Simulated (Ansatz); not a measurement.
**Y: how the settings move a single-point run**

How sensitive is a single-point run of Y to its settings? A reference run comes first, then one run with altered input.

Computed with Ansatz 0.2.0 (reference: DFT, LDA, all-electron LAPW, scalar-relativistic, unless a step's input says otherwise).

1 further run of the same task is left out (it didn't finish). Runs told in other sessions of the task aren't counted.

## 1. The system as given

The structure is cubic, space group Fm-3m (No. 225). Conventional cell: a = 4.970 Å, b = 4.970 Å, c = 4.970 Å, α = 90.00°, β = 90.00°, γ = 90.00°. Y (site symmetry m-3m) is surrounded by 12 Y at 3.51 Å.

Structure file:

```cif
data_structure
_symmetry_space_group_name_H-M 'Fm-3m'
_symmetry_Int_Tables_number 225
_cell_length_a 4.9700
_cell_length_b 4.9700
_cell_length_c 4.9700
_cell_angle_alpha 90.000
_cell_angle_beta 90.000
_cell_angle_gamma 90.000
_cell_volume 122.76
loop_
_atom_site_label
_atom_site_type_symbol
_atom_site_symmetry_multiplicity
_atom_site_Wyckoff_symbol
_atom_site_fract_x
_atom_site_fract_y
_atom_site_fract_z
_atom_site_occupancy
Y1 Y 4 a 0.00000 0.00000 0.00000 1
```

## 2. Baseline

Input file input.yaml:

```yaml
crystal:
  lattice:
    - [0.0, 2.485, 2.485]
    - [2.485, 0.0, 2.485]
    - [2.485, 2.485, 0.0]
  atoms:
    - { symbol: "Y", position: [0.0, 0.0, 0.0] }
kpoints:
  mp_grid: { grid: [13, 13, 13] }
  band_path:
    path:
      - [0.0, 0.0, 0.0]
      - [0.5, 0.0, 0.5]
      - [0.625, 0.25, 0.625]
      - [0.375, 0.375, 0.75]
      - [0.0, 0.0, 0.0]
      - [0.5, 0.5, 0.5]
      - [0.5, 0.25, 0.75]
      - [0.5, 0.0, 0.5]
    npoints: 5
scf:
  occupations: { method: fermi_dirac, width: 0.05 }
hamiltonian:
  xc: lda
  pseudopotentials: { kind: all_electron, lapw: { basis_error: 0.001 } }
output:
  forces: true
  stress: true
  eigenvalues: true
```

Command:

```console
$ ansatz run input.yaml --threads 1 --pin off --max-ram 2048MiB --backend cpu --events-out ev --progress --plain --runs-dir out
```

## 3. Changed: xc_grid 2

input.yaml, as its differences from that of step 2:

```diff
@@ -29 +29,3 @@
   eigenvalues: true
+basis:
+  xc_grid: 2
```

What does the calculation give? Wanted: for each run, ending; energy change; pressure; gap; force.

**Answer**, as computed:

```tsv
run	ending	energy change	pressure (GPa)	gap (eV)	force (eV/Å)	cycles	time
reference	converged	0	-1.7	0.00	0.00	7	4.2 s
1: xc_grid 2	converged	0.0 meV/atom	-1.7	0.00	0.00	7	4.3 s
```

Residual by cycle in the longest SCF loop of each run; runs are numbered as in the table. The quantity is the density residual dr2, in eV.

```tsv
cycle	reference	run 1
1	0.0152	0.0152
2	0.00619	0.00619
3	0.00211	0.00211
4	3.5e-4	3.5e-4
5	2.5e-5	2.5e-5
6	1.9e-6	1.9e-6
7	5.0e-9	5.0e-9
```

**Reading.** The changed input (numerical grids) leaves the energy the same to the digits printed.
